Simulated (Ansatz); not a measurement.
# NiSi2

Level of theory: DFT, PBE, scalar-relativistic, collinear spin; plane waves to 420 eV with PAW datasets (Ansatz 0.2.0), Γ-centred 12×12×12 mesh, 0.05 eV Gaussian smearing; PAW files: Ansatz's generated set soft_2.

```yaml
crystal:
  lattice:
    - [0.00000, 2.72165, 2.72165]
    - [2.72165, 0.00000, 2.72165]
    - [2.72165, 2.72165, 0.00000]
  atoms:
    - { symbol: Si, position: [0.25000, 0.25000, 0.25000] }
    - { symbol: Si, position: [0.75000, 0.75000, 0.75000] }
    - { symbol: Ni, position: [0.00000, 0.00000, 0.00000] }
```

The chain of runs began from a cell as deposited in COD, expanded in volume. Of that entry: the entry's cell lengths or inner coordinates differ somewhat from later room-temperature determinations.

Magnetic state: non-magnetic, site spin moments none.

The run above is the reference. The same cell was run again with other input settings; several of them aren't fit for production, so the rows show the settings' effect and aren't properties of the material.

```tsv
keys changed	outcome	ΔE (meV/atom)	P (GPa)	gap on the mesh (eV)	cell moment (μB)	largest force component (eV/Å)	SCF iterations	rough core-seconds	new warnings
none (reference)	converged	0.0	0.0	metal	0.00	0.000	–	–	–
scf.lower_state_search: "standard"; hamiltonian.hubbard: {"sites": [{"species": "Ni", "l": "d", "u_eff": 5.0}], "double_counting": "amf"}	converged	–	0.3	metal	0.00	0.000	18	11	filled band counts differ across k points
basis.ecutwfc: 420 → "14.7 Ry"	converged	5168.3	2.3	metal	0.00	0.000	12	3	cutoff below recommended
scf.lower_state_search: "off"	converged	0.0	0.0	metal	0.00	0.000	17	11	–
scf.mixing.preconditioner: "ldos"	converged	0.0	0.0	metal	0.00	0.000	11	6	–
```

ΔE is the energy with the smearing extrapolated to zero. It is left out where the change alters the Hamiltonian or the spin treatment. The varied runs start from atomic densities (corrected by the program's trained start where that serves), with the default search for lower states unless a row changes it.

**Question.** What happens with these changes: accuracy: "high"; basis.ecutwfc: 420 → "25.7 Ry"; crystal.symmetry: {"detect": false}?

**Answer.** outcome converged, ΔE (meV/atom) 10.5, P (GPa) 0.2, gap on the mesh (eV) metal, cell moment (μB) 0.00, largest force component (eV/Å) 0.000, SCF iterations 15, rough core-seconds 120, new warnings cutoff below recommended.

**Question.** What happens with these changes: scf.occupations.width: 0.05 → null; scf.occupations.method: "gaussian" → "tetrahedron_uncorrected"?

**Answer.** outcome converged, ΔE (meV/atom) 9.3, P (GPa) -0.1, gap on the mesh (eV) metal, cell moment (μB) 0.00, largest force component (eV/Å) 0.000, SCF iterations 17, rough core-seconds 10, new warnings band table not solved further.

Changing scf.mixing.preconditioner only steers the path to self-consistency, so the energy stays within 0.5 meV/atom.

2 further runs (cut off, refused for memory, with changed atoms or starts, or in doubt) are left out.
